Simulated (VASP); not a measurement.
# Br: restarted molecular dynamics, 2 variants

Br, I4/mmm (no. 139), 8 atoms in the cell. PBE, molecular dynamics; PAW potentials Br (PBE set).

| Restart from | Temperature at the end (K) | The same without a restart (K) | Potential energy at the end (eV/atom) | The same without a restart (eV/atom) | Electronic steps in the first step after the restart | Time (s) |
|---|---|---|---|---|---|---|
| CONTCAR with velocities, WAVECAR read | 1513.0 | 1513.0 | -0.98666 | -0.98666 | 6 | 206 |
| CONTCAR with velocities, no WAVECAR | 1513.0 | 1513.0 | -0.98666 | -0.98666 | 16 | 210 |

Limits: 180 fs of 8 atoms are too short for converged averages.

## Input of the first row

INCAR.step1:
```
SYSTEM = Br
GGA      = PE             ! functional
PREC     = Normal         ! precision mode
ENCUT    = 220            ! plane-wave cutoff, eV
EDIFF    = 1E-6           ! SCF threshold, eV
NELMIN   = 4            
NELM     = 60             ! most SCF steps
ALGO     = Fast           ! electronic algorithm
LREAL    = Auto         
LASPH    = .True.         ! aspherical terms in the spheres
ISMEAR   = -1             ! smearing method
SIGMA    = 0.05           ! smearing width, eV
ISYM     = 0            
LWAVE    = .True.         ! write WAVECAR
LCHARG   = .False.        ! write CHGCAR
IBRION   = 0              ! ionic algorithm
NSW      = 30             ! ionic steps
POTIM    = 3.0            ! step
TEBEG    = 1000         
ISIF     = 2              ! what is computed and relaxed
RANDOM_SEED= 619509 0 0   
MDALGO   = 4            
NHC_NCHAINS= 3            
NHC_PERIOD= 30           
KPAR     = 2             
```

INCAR.step2, as INCAR.step1 but for:
```
- LWAVE = .True.
+ LWAVE = .False.
```

KPOINTS:
```
k-points
0
Monkhorst-Pack
  2 2 2
```

POSCAR.step1:
```
Br
1.0
    5.6939668200      0.0000000000      0.0000000000
    0.0000000000      5.6939668200      0.0000000000
    0.0000000000      0.0000000000      7.1550347400
Br
8
Direct
    0.0000000000      0.0000000000      0.0000000000
    0.0000000000      0.5000000000      0.0000000000
    0.5000000000      0.0000000000      0.0000000000
    0.5000000000      0.5000000000      0.0000000000
    0.2500000000      0.2500000000      0.5000000000
    0.2500000000      0.7500000000      0.5000000000
    0.7500000000      0.2500000000      0.5000000000
    0.7500000000      0.7500000000      0.5000000000
```

Commands (each step's output is kept before the next begins):
```
cat potpaw_PBE.64/Br/POTCAR > POTCAR
cp INCAR.step1 INCAR
cp POSCAR.step1 POSCAR
mpirun -np 2 vasp_std > vasp.out
cp CONTCAR POSCAR
cp INCAR.step2 INCAR
mpirun -np 2 vasp_std > vasp.out
```

Changes of the last row against the first:
```
(step 1)
- LWAVE = True
+ LWAVE = False
```

VASP 6.6.1 took 206 s on 2 cores (AMD EPYC 7R13 (Zen 3)), a shared host.
